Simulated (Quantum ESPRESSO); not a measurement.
# SiC (Moissanite) (P6_3mc) in Quantum ESPRESSO: notebook

One crystal, SiC (Moissanite), is run at these levels: PBEsol; tasks: single point, equation of state.

Everything below comes from runs of Quantum ESPRESSO 7.5. Logs are shortened: lines on timing, memory, paths and dates and some standing lists are left out, and cuts for length are marked.

## 1. The structure

The structure is hexagonal, space group P6_3mc (No. 186). Conventional cell: a = 3.076 Å, b = 3.076 Å, c = 5.048 Å, α = 90.00°, β = 90.00°, γ = 120.00°. Around Si (site symmetry 3m) lie 4 C at 1.87 to 1.94 Å. C (site symmetry 3m) is surrounded by 4 Si at 1.87 to 1.94 Å.

## 2. Single point, PBEsol, 9.72 Å³/atom

pw.in reads:

```
&CONTROL
  calculation = 'scf'
  prefix = 'pwscf'
  outdir = './tmp'
  pseudo_dir = './pseudo'
  tprnfor = .true.
  tstress = .true.
  disk_io = 'nowf'
/
&SYSTEM
  ibrav = 0
  nat = 4
  ntyp = 2
  ecutwfc = 82
  nbnd = 14
  occupations = 'smearing'
  smearing = 'fd'
  degauss = 0.00367493
/
&ELECTRONS
  conv_thr = 8d-10
  electron_maxstep = 120
  mixing_beta = 0.5
/
ATOMIC_SPECIES
Si    28.0850 Si.upf
C     12.0110 C.upf
CELL_PARAMETERS angstrom
   3.0132068704    0.0000000000    0.0000000000
  -1.5066034352    2.6095136966    0.0000000000
   0.0000000000    0.0000000000    4.9449506768
ATOMIC_POSITIONS crystal
Si     0.6666666667    0.3333333333    0.5000000000
Si     0.3333333333    0.6666666667    0.0000000000
C      0.6666666667    0.3333333333    0.8850000000
C      0.3333333333    0.6666666667    0.3850000000
K_POINTS automatic
10 10 5 0 0 0
```

Potentials or basis: PseudoDojo 0.4.1 SR PBEsol standard.

On the command line:

```bash
OMP_NUM_THREADS=1 pw.x -in pw.in > pw.out
```

pw.out:

```text
This program is part of the open-source Quantum ESPRESSO suite
     for quantum simulation of materials; please cite
         "P. Giannozzi et al., J. Phys.:Condens. Matter 21 395502 (2009);
         "P. Giannozzi et al., J. Phys.:Condens. Matter 29 465901 (2017);
         "P. Giannozzi et al., J. Chem. Phys. 152 154105 (2020);
     in publications or presentations arising from this work. More details at

     Message from routine setup:
     using ibrav=0 with symmetry is DISCOURAGED, use correct ibrav instead

     G-vector sticks info
     --------------------
     sticks:   dense  smooth     PW     G-vecs:    dense   smooth      PW
     Sum         745     745    211                26333    26333    4103

     Using Slab Decomposition

     bravais-lattice index     =            0
     lattice parameter (alat)  =       5.6941  a.u.
     unit-cell volume          =     262.3899 (a.u.)^3
     number of atoms/cell      =            4
     number of atomic types    =            2
     number of electrons       =        16.00
     number of Kohn-Sham states=           14
     kinetic-energy cutoff     =      82.0000  Ry
     charge density cutoff     =     328.0000  Ry
     scf convergence threshold =      8.0E-10
     mixing beta               =       0.5000
     number of iterations used =            8  plain     mixing
     Exchange-correlation= PBESOL
                           (   1   4  10   8   0   0   0)

     celldm(1)=   5.694136  celldm(2)=   0.000000  celldm(3)=   0.000000
     celldm(4)=   0.000000  celldm(5)=   0.000000  celldm(6)=   0.000000

     crystal axes: (cart. coord. in units of alat)
               a(1) = (   1.000000   0.000000   0.000000 )
               a(2) = (  -0.500000   0.866025   0.000000 )
               a(3) = (   0.000000   0.000000   1.641092 )

     reciprocal axes: (cart. coord. in units 2 pi/alat)
               b(1) = (  1.000000  0.577350 -0.000000 )
               b(2) = (  0.000000  1.154701  0.000000 )
               b(3) = (  0.000000 -0.000000  0.609350 )

     PseudoPot. # 1 for Si read from file:
     Si.upf
     Pseudo is Norm-conserving + core correction, Zval =  4.0
     Generated using ONCVPSP code by D. R. Hamann
     Using radial grid of 1510 points,  6 beta functions with:
                l(1) =   0
                l(2) =   0
                l(3) =   1
                l(4) =   1
                l(5) =   2
                l(6) =   2

     PseudoPot. # 2 for C  read from file:
     C.upf
     Pseudo is Norm-conserving + core correction, Zval =  4.0
     Generated using ONCVPSP code by D. R. Hamann
     Using radial grid of 1248 points,  4 beta functions with:
                l(1) =   0
                l(2) =   0
                l(3) =   1
                l(4) =   1

     atomic species   valence    mass     pseudopotential
     Si                4.00    28.08500     Si( 1.00)
     C                 4.00    12.01100     C ( 1.00)

     12 Sym. Ops. (no inversion) found ( 6 have fractional translation)

   Cartesian axes

     site n.     atom                  positions (alat units)
         1        Si     tau(   1) = (   0.5000000   0.2886751   0.8205462  )
         2        Si     tau(   2) = (  -0.0000000   0.5773503   0.0000000  )
         3        C      tau(   3) = (   0.5000000   0.2886751   1.4523667  )
         4        C      tau(   4) = (  -0.0000000   0.5773503   0.6318205  )

     number of k points=    42  Fermi-Dirac smearing, width (Ry)=  0.0037
                       cart. coord. in units 2pi/alat
        k(    1) = (   0.0000000   0.0000000   0.0000000), wk =   0.0040000
        k(    2) = (   0.0000000   0.0000000   0.1218700), wk =   0.0080000
        k(    3) = (   0.0000000   0.0000000   0.2437401), wk =   0.0080000
        k(    4) = (   0.0000000   0.1154701   0.0000000), wk =   0.0240000
        k(    5) = (   0.0000000   0.1154701   0.1218700), wk =   0.0480000
        k(    6) = (   0.0000000   0.1154701   0.2437401), wk =   0.0480000
[... 34 lines left out ...]
        k(   41) = (   0.3000000   0.5196152   0.1218700), wk =   0.0480000
        k(   42) = (   0.3000000   0.5196152   0.2437401), wk =   0.0480000

     Dense  grid:    26333 G-vectors     FFT dimensions: (  36,  36,  54)

     Initial potential from superposition of free atoms

     starting charge      15.9987, renormalised to      16.0000
     Starting wfcs are   16 randomized atomic wfcs

     Self-consistent Calculation

     iteration #  1     ecut=    82.00 Ry     beta= 0.50
     Davidson diagonalization with overlap
     ethr =  1.00E-02,  avg # of iterations =  3.7

     total energy              =     -40.79648458 Ry
     estimated scf accuracy    <       0.91059111 Ry

     iteration #  2     ecut=    82.00 Ry     beta= 0.50
     Davidson diagonalization with overlap
     ethr =  5.69E-03,  avg # of iterations =  2.1

     total energy              =     -41.00982416 Ry
     estimated scf accuracy    <       0.03454975 Ry

     iteration #  3     ecut=    82.00 Ry     beta= 0.50
     Davidson diagonalization with overlap
     ethr =  2.16E-04,  avg # of iterations =  5.1

     total energy              =     -41.01183502 Ry
     estimated scf accuracy    <       0.00609746 Ry

     iteration #  4     ecut=    82.00 Ry     beta= 0.50
     Davidson diagonalization with overlap
     ethr =  3.81E-05,  avg # of iterations =  3.1

     total energy              =     -41.01223695 Ry
     estimated scf accuracy    <       0.00120320 Ry

     iteration #  5     ecut=    82.00 Ry     beta= 0.50
     Davidson diagonalization with overlap
     ethr =  7.52E-06,  avg # of iterations =  4.3

     total energy              =     -41.01255996 Ry
     estimated scf accuracy    <       0.00012144 Ry

     iteration #  6     ecut=    82.00 Ry     beta= 0.50
     Davidson diagonalization with overlap
     c_bands:  1 eigenvalues not converged
     ethr =  7.59E-07,  avg # of iterations =  3.1

     total energy              =     -41.01258497 Ry
     estimated scf accuracy    <       0.00000073 Ry

     iteration #  7     ecut=    82.00 Ry     beta= 0.50
     Davidson diagonalization with overlap
     ethr =  4.56E-09,  avg # of iterations =  3.3

     total energy              =     -41.01258547 Ry
     estimated scf accuracy    <       0.00000014 Ry

     iteration #  8     ecut=    82.00 Ry     beta= 0.50
     Davidson diagonalization with overlap
     ethr =  8.63E-10,  avg # of iterations =  1.5

     total energy              =     -41.01258548 Ry
     estimated scf accuracy    <       0.00000002 Ry

     iteration #  9     ecut=    82.00 Ry     beta= 0.50
     Davidson diagonalization with overlap
     ethr =  1.13E-10,  avg # of iterations =  2.1

     End of self-consistent calculation

          k = 0.0000 0.0000 0.0000 (  3309 PWs)   bands (ev):

    -5.7149  -1.9344   1.3949   8.9508   8.9508  10.2721  10.2721  10.5389
    15.6437  17.1318  17.3379  17.3379  18.5842  19.6165

          k = 0.0000 0.0000 0.1219 (  3303 PWs)   bands (ev):

    -5.5100  -2.7199   2.5157   9.0611   9.0611   9.4437  10.1279  10.1279
    15.8238  17.3901  17.3901  17.8397  18.1611  19.1698

          k = 0.0000 0.0000 0.2437 (  3273 PWs)   bands (ev):

    -4.9039  -3.9315   4.7018   7.1667   9.3639   9.3639   9.7700   9.7700
    16.3498  17.1606  17.6903  17.6907  18.3413  19.3395

          k = 0.0000 0.1155 0.0000 (  3301 PWs)   bands (ev):

    -5.5321  -1.7778   1.5686   7.9847   8.6395   9.6431  10.1730  10.4135
    16.0194  16.9664  17.5620  17.7492  18.6559  19.4305

          k = 0.0000 0.1155 0.1219 (  3278 PWs)   bands (ev):

    -5.3279  -2.5532   2.6699   8.1242   8.7615   9.1147   9.7890   9.9951
    16.0836  16.9307  17.8298  17.9842  18.4451  18.9962

          k = 0.0000 0.1155 0.2437 (  3285 PWs)   bands (ev):

    -4.7240  -3.7562   4.8106   7.1684   8.5272   9.1006   9.1040   9.5676
    16.4117  16.9439  17.6570  18.0652  18.1843  18.8619
[... 26 lines left out ...]
          k = 0.0000 0.3464 0.2437 (  3295 PWs)   bands (ev):

    -3.3372  -2.4211   3.9810   4.8572   6.4793   7.9662   8.3231   8.5775
    14.1764  14.9993  16.7388  18.1917  20.1863  21.5303

          k = 0.0000 0.4619 0.0000 (  3288 PWs)   bands (ev):

    -2.9851  -0.2766   2.3562   4.1336   4.7877   6.9868   7.8362   9.1466
    13.3684  14.9394  17.8244  18.0404  19.8131  20.7481

          k = 0.0000 0.4619 0.1219 (  3286 PWs)   bands (ev):

    -2.7992  -0.6199   2.0948   4.1040   5.2421   7.1407   8.3860   8.8575
    13.5237  14.2839  17.2906  18.6728  18.7392  20.6030

          k = 0.0000 0.4619 0.2437 (  3302 PWs)   bands (ev):

    -2.2600  -1.4475   2.3208   3.0908   7.0529   7.5794   8.2185   8.4758
    13.5908  14.2116  15.9597  16.9737  20.2759  21.8965

          k = 0.0000-0.5774 0.0000 (  3298 PWs)   bands (ev):

    -2.1452  -0.6655   2.3563   3.8113   4.8313   6.8450   7.0380   9.0359
    13.1286  14.7188  17.6798  17.8964  20.9399  21.0980

          k = 0.0000-0.5774 0.1219 (  3298 PWs)   bands (ev):

    -1.9779  -0.6720   1.8109   3.1396   5.7987   7.0003   7.7954   8.7409
    13.3557  13.9740  17.5376  18.3065  18.5515  20.4365

          k = 0.0000-0.5774 0.2437 (  3302 PWs)   bands (ev):

    -1.5145  -0.9410   1.5279   2.1166   7.4406   7.4438   8.0912   8.4447
    13.4549  13.8293  16.0101  16.1621  20.2312  21.8896

          k = 0.1000 0.1732 0.0000 (  3287 PWs)   bands (ev):

    -5.1696  -1.4733   1.9089   6.7508   7.7574   8.9178   9.7699  10.1436
    16.3380  16.4841  17.7476  18.1109  18.6960  19.2486

          k = 0.1000 0.1732 0.1219 (  3288 PWs)   bands (ev):

    -4.9669  -2.2264   2.9603   6.9307   7.7990   8.4926   9.5426   9.6925
    16.0728  16.4954  17.6753  18.0872  19.1143  19.1557

          k = 0.1000 0.1732 0.2437 (  3280 PWs)   bands (ev):

    -4.3679  -3.4101   4.9626   6.9165   7.4701   8.2442   8.7030   9.0290
    16.0902  16.4301  17.8087  17.9358  19.2569  19.3706

          k = 0.1000 0.2887 0.0000 (  3286 PWs)   bands (ev):

    -4.4588  -0.9130   2.5407   4.9829   6.6240   7.6799   9.1937   9.5061
    15.3577  16.2182  17.8996  18.2040  18.6048  19.8339

          k = 0.1000 0.2887 0.1219 (  3293 PWs)   bands (ev):

    -4.2597  -1.6067   3.3785   5.3151   6.4814   7.4167   8.8803   9.4737
    15.1835  16.2273  16.9934  18.5905  19.1055  20.2490

          k = 0.1000 0.2887 0.2437 (  3286 PWs)   bands (ev):
[... 74 lines left out ...]
          k = 0.2000 0.5774 0.2437 (  3279 PWs)   bands (ev):

    -1.1025  -0.6594   1.9845   2.4508   5.0090   5.8039   8.0720   8.7108
    14.5749  15.6713  16.8124  17.0823  19.3070  20.2639

          k = 0.3000 0.5196 0.0000 (  3292 PWs)   bands (ev):

    -1.4526  -0.4675   3.2840   3.5139   4.5041   5.6879   6.3996   6.8218
    12.7662  18.2202  19.0902  19.4327  20.5560  20.6047

          k = 0.3000 0.5196 0.1219 (  3286 PWs)   bands (ev):

    -1.3063  -0.4446   2.8657   3.3309   3.9221   5.9029   6.7237   7.6907
    13.5877  17.2361  18.0673  18.2137  20.5568  21.5167

          k = 0.3000 0.5196 0.2437 (  3289 PWs)   bands (ev):

    -0.9258  -0.5445   2.3549   2.6954   4.1614   4.9815   8.2385   8.7049
    15.2723  15.5997  16.3735  17.5096  20.7850  21.1797

     the Fermi energy is    11.6672 ev

!    total energy              =     -41.01258548 Ry
     estimated scf accuracy    <          1.4E-11 Ry
     smearing contrib. (-TS)   =      -0.00000000 Ry
     internal energy E=F+TS    =     -41.01258548 Ry

     The total energy is F=E-TS. E is the sum of the following terms:
     one-electron contribution =      12.28673748 Ry
     hartree contribution      =       4.57720221 Ry
     xc contribution           =     -15.21647842 Ry
     ewald contribution        =     -42.66004676 Ry

     convergence has been achieved in   9 iterations

     Forces acting on atoms (cartesian axes, Ry/au):

     atom    1 type  1   force =     0.00000000    0.00000000    0.03341904
     atom    2 type  1   force =     0.00000000    0.00000000    0.03341904
     atom    3 type  2   force =     0.00000000    0.00000000   -0.03341904
     atom    4 type  2   force =     0.00000000    0.00000000   -0.03341904

     Total force =     0.066838     Total SCF correction =     0.000002

     Computing stress (Cartesian axis) and pressure

          total   stress  (Ry/bohr**3)                   (kbar)     P=      157.96
   0.00125019   0.00000000   0.00000000          183.91        0.00        0.00
   0.00000000   0.00125019   0.00000000            0.00      183.91        0.00
   0.00000000   0.00000000   0.00072090            0.00        0.00      106.05

=------------------------------------------------------------------------------=
   JOB DONE.
=------------------------------------------------------------------------------=
```

Run time: 30 s. Hardware: 1 thread of Arm Neoverse V1, shared host; peak memory 0.08 GiB.

What came out:

- Free energy: -558.0047 eV
- Pressure: 15.8 GPa
- Largest force: 0.859 eV/Å
- Band gap on the k mesh: 2.23 eV, indirect (least direct gap 4.09 eV)

Caveat: an odd mesh through Γ misses points on the zone boundary, where band edges often lie.

## 3. Single point, PBEsol, 9.93 Å³/atom

Changes to pw.in since step 2:

```diff
@@ -28,5 +28,5 @@
 CELL_PARAMETERS angstrom
-   3.0132068704    0.0000000000    0.0000000000
-  -1.5066034352    2.6095136966    0.0000000000
-   0.0000000000    0.0000000000    4.9449506768
+   3.0344273363    0.0000000000    0.0000000000
+  -1.5172136681    2.6278911591    0.0000000000
+   0.0000000000    0.0000000000    4.9797754205
 ATOMIC_POSITIONS crystal
```

Potentials or basis: PseudoDojo 0.4.1 SR PBEsol standard.

On the command line:

```bash
OMP_NUM_THREADS=1 pw.x -in pw.in > pw.out
```

Run time: 31 s. Hardware: 1 thread of Arm Neoverse V1, shared host; peak memory 0.08 GiB.

It converged, with:

```yaml
Free_energy: -558.0717 eV
Pressure: 10.1 GPa
Largest_force: 0.823 eV/Å
Band_gap_on_the_k_mesh: 2.26 eV, indirect (least direct gap 4.05 eV)
```

Caveat: an odd mesh through Γ misses points on the zone boundary, where band edges often lie.

## 4. Single point, PBEsol, 10.13 Å³/atom

Changes to pw.in since step 3:

```diff
@@ -28,5 +28,5 @@
 CELL_PARAMETERS angstrom
-   3.0344273363    0.0000000000    0.0000000000
-  -1.5172136681    2.6278911591    0.0000000000
-   0.0000000000    0.0000000000    4.9797754205
+   3.0553550827    0.0000000000    0.0000000000
+  -1.5276775413    2.6460151191    0.0000000000
+   0.0000000000    0.0000000000    5.0141197845
 ATOMIC_POSITIONS crystal
```

On the command line:

```bash
OMP_NUM_THREADS=1 pw.x -in pw.in > pw.out
```

It took 32 s on 1 thread of Arm Neoverse V1, shared host; peak memory 0.08 GiB.

Results (log left out):

- Free energy: -558.1109 eV
- Pressure: 5.0 GPa
- Largest force: 0.788 eV/Å
- Band gap on the k mesh: 2.30 eV, indirect (least direct gap 4.01 eV)

Caveat: an odd mesh through Γ misses points on the zone boundary, where band edges often lie.

## 5. Single point, PBEsol, 10.34 Å³/atom

Changes to pw.in since step 4:

```diff
@@ -28,5 +28,5 @@
 CELL_PARAMETERS angstrom
-   3.0553550827    0.0000000000    0.0000000000
-  -1.5276775413    2.6460151191    0.0000000000
-   0.0000000000    0.0000000000    5.0141197845
+   3.0760000000    0.0000000000    0.0000000000
+  -1.5380000000    2.6638941420    0.0000000000
+   0.0000000000    0.0000000000    5.0480000000
 ATOMIC_POSITIONS crystal
```

On the command line:

```bash
OMP_NUM_THREADS=1 pw.x -in pw.in > pw.out
```

It took 33 s on 1 thread of Arm Neoverse V1, shared host; peak memory 0.08 GiB.

Results (log left out):

```
Free energy            : -558.1246 eV
Pressure               : 0.3 GPa
Largest force          : 0.755 eV/Å
Band gap on the k mesh : 2.33 eV, indirect (least direct gap 3.96 eV)
```

Caveat: an odd mesh through Γ misses points on the zone boundary, where band edges often lie.

## 6. Single point, PBEsol, 10.55 Å³/atom

Changes to pw.in since step 5:

```diff
@@ -28,5 +28,5 @@
 CELL_PARAMETERS angstrom
-   3.0760000000    0.0000000000    0.0000000000
-  -1.5380000000    2.6638941420    0.0000000000
-   0.0000000000    0.0000000000    5.0480000000
+   3.0963714546    0.0000000000    0.0000000000
+  -1.5481857273    2.6815363392    0.0000000000
+   0.0000000000    0.0000000000    5.0814314379
 ATOMIC_POSITIONS crystal
```

Potentials or basis: PseudoDojo 0.4.1 SR PBEsol standard.

On the command line:

```bash
OMP_NUM_THREADS=1 pw.x -in pw.in > pw.out
```

Wall time 33 s (1 thread of Arm Neoverse V1, shared host); peak memory 0.08 GiB.

It converged, with:

```
Free energy            : -558.1154 eV
Pressure               : -3.9 GPa
Largest force          : 0.724 eV/Å
Band gap on the k mesh : 2.36 eV, indirect (least direct gap 3.92 eV)
```

Caveat: an odd mesh through Γ misses points on the zone boundary, where band edges often lie.

## 7. Single point, PBEsol, 10.75 Å³/atom

Changes to pw.in since step 6:

```diff
@@ -28,5 +28,5 @@
 CELL_PARAMETERS angstrom
-   3.0963714546    0.0000000000    0.0000000000
-  -1.5481857273    2.6815363392    0.0000000000
-   0.0000000000    0.0000000000    5.0814314379
+   3.1164783262    0.0000000000    0.0000000000
+  -1.5582391631    2.6989494007    0.0000000000
+   0.0000000000    0.0000000000    5.1144286705
 ATOMIC_POSITIONS crystal
```

On the command line:

```bash
OMP_NUM_THREADS=1 pw.x -in pw.in > pw.out
```

Run time: 33 s. Hardware: 1 thread of Arm Neoverse V1, shared host; peak memory 0.09 GiB.

The run converged. Its results:

```yaml
Free_energy: -558.0854 eV
Pressure: -7.8 GPa
Largest_force: 0.695 eV/Å
Band_gap_on_the_k_mesh: 2.39 eV, indirect (least direct gap 3.88 eV)
```

Caveat: an odd mesh through Γ misses points on the zone boundary, where band edges often lie.

## 8. Single point, PBEsol, 10.96 Å³/atom

Changes to pw.in since step 7:

```diff
@@ -28,5 +28,5 @@
 CELL_PARAMETERS angstrom
-   3.1164783262    0.0000000000    0.0000000000
-  -1.5582391631    2.6989494007    0.0000000000
-   0.0000000000    0.0000000000    5.1144286705
+   3.1363290418    0.0000000000    0.0000000000
+  -1.5681645209    2.7161406248    0.0000000000
+   0.0000000000    0.0000000000    5.1470055276
 ATOMIC_POSITIONS crystal
```

On the command line:

```bash
OMP_NUM_THREADS=1 pw.x -in pw.in > pw.out
```

It took 34 s on 1 thread of Arm Neoverse V1, shared host; peak memory 0.09 GiB.

The run converged. Its results:

| Quantity | Value |
| --- | --- |
| Free energy | -558.0364 eV |
| Pressure | -11.3 GPa |
| Largest force | 0.667 eV/Å |
| Band gap on the k mesh | 2.37 eV, indirect (least direct gap 3.84 eV) |

Caveat: an odd mesh through Γ misses points on the zone boundary, where band edges often lie.

## 9. Equation of state, PBEsol

Potentials or basis: PseudoDojo 0.4.1 SR PBEsol standard.

No new run: the results of the series are fitted here.

Results:

```yaml
Equilibrium_volume: 10.36 Å³/atom
Bulk_modulus_at_fixed_shape_and_positions: 221 GPa
Pressure_derivative_of_the_bulk_modulus: 3.9
```

Energy against volume, from the lowest point:
```
volume (Å³/atom)  energy (meV/atom)
           9.721              30.00
           9.927              13.23
          10.134               3.45
          10.341               0.00
          10.548               2.30
          10.755               9.82
          10.961              22.06
```

Caveat: the cell was scaled at fixed shape and fractional positions, which overstates the stiffness of a crystal with free parameters, most of all of layers and chains.
